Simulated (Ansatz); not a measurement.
# Si on Cu(111): change of the work function, part 4 of 4

How does Si on the fcc site change the work function of Cu(111) as the layer fills?

Ansatz 0.2.0; plane-wave DFT, PBE, Ansatz PAW.

So far, work function, upper face (eV): step 2 (the clean slab) 4.79; step 3 (37 atoms, coverage 0.111 ML, cell 3x3) 4.79; step 4 (17 atoms, coverage 0.25 ML, cell 2x2) 4.86.

## Step 5: Adsorbate added, k-mesh 6×6×1, coverage 0.5 ML (continued)

The density of states has structure finer than the step of the table below, so its rows give means over 0.25 eV, whole bins alone (the curve runs from -8 to 1.98 eV). Peaks (eV: height): -3.010: 77.4, -2.860: 92.6, -2.590: 74.6, -2.110: 84.1, -2.020: 76.2, -1.800: 71.6, -1.680: 92.7.

The density of states by energy, zero at the Fermi level; means over each step:

energy (eV), density of states (states/eV a cell) and a bar:
```
    -7.75        1.0 
    -7.50        2.4 #
    -7.25        3.1 #
    -7.00        1.8 
    -6.75        3.2 #
    -6.50        3.5 #
    -6.25        3.7 #
    -6.00        3.2 #
    -5.75        3.8 #
    -5.50        5.7 ##
    -5.25        9.3 ####
    -5.00        8.0 ###
    -4.75       19.0 ########
    -4.50       20.2 #########
    -4.25       31.7 ##############
    -4.00       36.2 ################
    -3.75       32.0 ##############
    -3.50       43.0 ###################
    -3.25       48.3 ######################
    -3.00       57.6 ##########################
    -2.75       62.7 ############################
    -2.50       58.0 ##########################
    -2.25       57.7 ##########################
    -2.00       57.2 ##########################
    -1.75       66.9 ##############################
    -1.50       38.7 #################
    -1.25        9.4 ####
    -1.00        8.6 ###
    -0.75        8.1 ###
    -0.50        5.4 ##
    -0.25        6.4 ##
     0.00        6.7 ###
     0.25        6.9 ###
     0.50        8.5 ###
     0.75        3.0 #
     1.00        7.0 ###
     1.25        6.2 ##
     1.50        5.3 ##
     1.75        5.3 ##
```

The relaxation took 6 steps and lowered the energy by 0.082 eV; the largest force on the free atoms ends at 0.0072 eV/Å.

The covered face has 4.73 eV, -0.05 eV against the clean one; the bare back face has moved by +0.04 eV, a measure of how thin the slab is.

## Step 6: Adsorbate added, k-mesh 12×12×1, coverage 1 ML

System of this step: Si/Cu(111). The cell holds 5 atoms: 4 Cu and 1 Si. Cell: a = 2.553 Å, b = 2.553 Å, c = 26.276 Å, α = 90.0°, β = 90.0°, γ = 60.0°. Vacuum lies along c.

Another coverage, to see how the dipoles act on each other as their distance changes.

Contents of input.yaml:

```yaml
crystal:
  lattice:
    - [2.5526554801, 0.0, 0.0]
    - [1.27632774, 2.2106644929, 0.0]
    - [0.0, 0.0, 26.2756942081]
  atoms:
    - { symbol: Cu, position: [0.0, 0.0, 0.3425218732] }
    - { symbol: Cu, position: [0.3333333333, 0.3333333333, 0.4218436394] }
    - { symbol: Cu, position: [0.6666666667, 0.6666666667, 0.5011654056] }
    - { symbol: Cu, position: [0.0, 0.0, 0.5804871717] }
    - { symbol: Si, position: [0.3333333333, 0.3333333333, 0.6574781268] }
kpoints:
  mp_grid: { grid: [12, 12, 1] }
hamiltonian:
  xc: pbe
scf:
  occupations: { method: fermi_dirac, width: 0.1 }
  convergence: { dr2_threshold: 1.0e-08 }
efield:
  axis: 3
  dipole_correction: true
  ramp_position: 0.97
  ramp_width: 0.06
relax:
  f_tol: 0.02
  max_steps: 60
  constraints: [{ sites: [0, 1] }]
output:
  write_potential: true
  write_density: true
  volumetric_format: npy
```

The run is started by

```
$ ansatz run input.yaml --threads 4 --pin off --max-ram 16384MiB --backend cpu --events-out ev --progress --plain --runs-dir out
```

Numbers of over 12 decimals in the logs are rounded to 6 here.

The log of the run:

```text
[...]
Crystal: 5 atoms, lattice volume = 148.275 Å³
Basis set: ecut = 420 eV, 2949 PW (Γ), exchange–correlation on 36×36×360 points (8 copies of the dense FFT grid, shifted against one another)
Bands: 48, of which v1, the nominal top of the filled ones, is band 40 counted from 1 (39 counted from 0)
Symmetry: 6 space group operations
[...]
--- Relaxed structure (3 steps of the walk, 3 accepted, 0 SCFs on fresh bases) ---
  F+E_penalty+E_count = -27135.45956131 eV   max|allowed force component| = 1.557e-2 eV/Å
  atoms:
[...]
- { symbol: Cu, position: [0.333333, 0.333333, 0.421844] }
    - { symbol: Cu, position: [0.666667, 0.666667, 0.501581] }
[...]
- { symbol: Si, position: [0.333333, 0.333333, 0.661568] }
[key lines of the parts left out:]
SCF converged after 10 iterations
Free energy (F): -27135.459561 eV
Fermi energy:    3.724311 eV
Dipole field:    D = 0.020965 V/Å  (p = 0.017179 e·Å, saw-weighted, corrected)
Work function:   Φ+ = 4.3179 eV   Φ− = 4.8687 eV
```

Elapsed: 14 s, on 4 threads of Arm Neoverse V1, shared host; peak memory 0.49 GiB.

Relaxation path:

| step | energy less that of the first step (eV) | largest force component (eV/Å) |
| --- | --- | --- |
| 1 | 0.0000 | 0.3395 |
| 2 | -0.0095 | 0.1887 |
| 3 | -0.0139 | 0.0156 |

Forces are held to the 6 operations that the run works with; a distortion that breaks them can't arise in this run.

The atoms that moved most (Å):

| atom | dx | dy | dz | length |
| --- | --- | --- | --- | --- |
| Si5 | 0.000 | 0.000 | 0.107 | 0.107 |
| Cu4 | 0.000 | 0.000 | 0.043 | 0.043 |
| Cu3 | 0.000 | 0.000 | 0.011 | 0.011 |

The relaxed structure:

```xyz
5
Lattice="2.5527 0.0000 0.0000 1.2763 2.2107 0.0000 0.0000 0.0000 26.2757" Properties=species:S:1:pos:R:3
Cu    0.0000    0.0000    9.0000
Cu    1.2763    0.7369   11.0842
Cu    2.5527    1.4738   13.1794
Cu    0.0000    0.0000   15.2955
Si    1.2763    0.7369   17.3832
```

Running mean over 2.084 Å of the planar mean; the ramp of the sawtooth is left out. The electron's electrostatic potential energy less the Fermi level by z:

| z (Å) | electron's electrostatic potential energy less the Fermi level (eV) |
| --- | --- |
| 3.5 | 4.87 |
| 4.0 | 4.87 |
| 4.5 | 4.87 |
| 5.0 | 4.86 |
| 5.5 | 4.85 |
| 6.0 | 4.81 |
| 6.5 | 4.67 |
| 7.0 | 4.18 |
| 7.5 | 2.07 |
| 8.0 | -2.69 |
| 8.5 | -7.05 |
| 9.0 | -8.50 |
| 9.5 | -8.71 |
| 10.0 | -8.78 |
| 10.5 | -8.84 |
| 11.0 | -8.86 |
| 11.5 | -8.81 |
| 12.0 | -8.72 |
| 12.5 | -8.72 |
| 13.0 | -8.76 |
| 13.5 | -8.71 |
| 14.0 | -8.58 |
| 14.5 | -8.66 |
| 15.0 | -8.99 |
| 15.5 | -9.41 |
| 16.0 | -9.88 |
| 16.5 | -10.4 |
| 17.0 | -10.8 |
| 17.5 | -10.6 |
| 18.0 | -8.15 |
| 18.5 | -2.83 |
| 19.0 | 1.88 |
| 19.5 | 3.69 |
| 20.0 | 4.17 |
| 20.5 | 4.28 |
| 21.0 | 4.31 |
| 21.5 | 4.32 |
| 22.0 | 4.32 |
| 22.5 | 4.32 |
| 23.0 | 4.32 |

The relaxation took 3 steps and lowered the energy by 0.014 eV; the largest force on the free atoms ends at 0.016 eV/Å.

The covered face has 4.32 eV, -0.47 eV against the clean one; the bare back face has moved by +0.08 eV, a measure of how thin the slab is.

## Step 7: Work function against coverage

This step: plane-wave DFT, PBE, Ansatz PAW; work function against coverage (Ansatz 0.2.0).

The runs are now put side by side.

Numbers from this step:

```yaml
work_function_of_the_clean_face: 4.786 eV
largest_change_of_the_work_function: -0.4680 eV
```

Work function of the covered face against coverage:

| coverage (adsorbates/nm²) | work function of the covered face (eV) |
| --- | --- |
| 0.00 | 4.79 |
| 1.97 | 4.79 |
| 4.43 | 4.86 |
| 8.86 | 4.73 |
| 17.72 | 4.32 |

The dipole per adsorbate comes from the change of the cell's dipole. Coverage, by row:

| coverage (1/nm²) | coverage (ML) | work function (eV) | change (eV) | dipole per adsorbate, positive end outwards (debye) | mean height of the added atoms over the highest substrate atom (Å) |
| --- | --- | --- | --- | --- | --- |
| 1.969 | 0.1111 | 4.792 | 0.006165 | -0.015 | 1.699 |
| 4.43 | 0.25 | 4.855 | 0.06954 | -0.008 | 1.536 |
| 8.86 | 0.5 | 4.731 | -0.05494 | 0.03 | 1.804 |
| 17.72 | 1 | 4.318 | -0.468 | 0.083 | 2.088 |

## Step 8: What came out

```yaml
work_function_of_the_clean_face: 4.79 eV
work_function_at_0p11_ml: 4.79 eV
work_function_at_0p25_ml: 4.86 eV
work_function_at_0p5_ml: 4.73 eV
work_function_at_1_ml: 4.32 eV
dipole_per_adsorbate_at_0p11_ml_positive_end_outwards: -0.01 D
```

At the lowest coverage Si changes the work function of Cu(111) by under 0.15 eV, within the error of so thin a slab; the largest change, -0.47 eV, comes at higher coverage. The slab has 4 layers, at the tabulated experimental lattice constant, one starting site was run, and quantum-size effects of a slab this thin can reach one or two tenths of an eV.

[Logs are printed without paths, hosts, clocks, repeated set-up lines and the standing remarks that a program may print on its own settings, such as how far it seeks lower states.]

[Hosts, paths, dates, database ids (printed as entryN), source tags and the programs' standing remarks are cut or masked in the printed files.]

[Maps of the electrostatic potential energy from Ansatz leave out the sawtooth potential of an applied field or a dipole correction, so their vacuum need not be flat; planar profiles and work functions include it.]

[The density of states shown here was stored with 400 of the rows of the run's finer table, so its peaks can read low, often by over a quarter, or be missed, and its means over a window can be off by a tenth or more.]
